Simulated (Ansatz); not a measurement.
Input of an Ansatz 0.2.0 run:

input.yaml

```yaml
crystal:
  lattice:
    - [4.2628798384, 0.0, 0.0]
    - [-2.1314399192, 3.6917622333, 0.0]
    - [0.0, 0.0, 5.661771]
  atoms:
    - { symbol: Pt, position: [0.0, 0.0, 0.0] }
    - { symbol: Pt, position: [0.0, 0.0, 0.5] }
    - { symbol: Te, position: [0.3333333333, 0.6666666667, 0.25] }
    - { symbol: Te, position: [0.6666666667, 0.3333333333, 0.75] }
hamiltonian:
  xc: pbesol
  pseudopotentials: { kind: paw }
kpoints:
  mp_grid: { grid: [6, 6, 4] }
scf:
  occupations: { method: fermi_dirac, width: 0.05 }
phonons:
  method: dfpt
```

Potentials or basis: Ansatz PAW.

Command:

```bash
$ ansatz run input.yaml --threads 2 --pin off --max-ram 5632MiB --backend cpu --events-out ev --progress --plain --runs-dir out
```

Task: Predict the highest phonon frequency at Γ.

Result: 141 cm⁻¹.

Task: What does it give for the band gap on the k mesh?

Result: None (metal or under the smearing width).

Phonon frequencies in cm⁻¹ (negative: imaginary):
| q point | frequencies |
| --- | --- |
| (0.000, 0.000, 0.000) | 0 0 0 39 39 84 95 95 97 100 100 141 |

 Spin-orbit coupling is left out, which matters for the levels of Pt, Te.
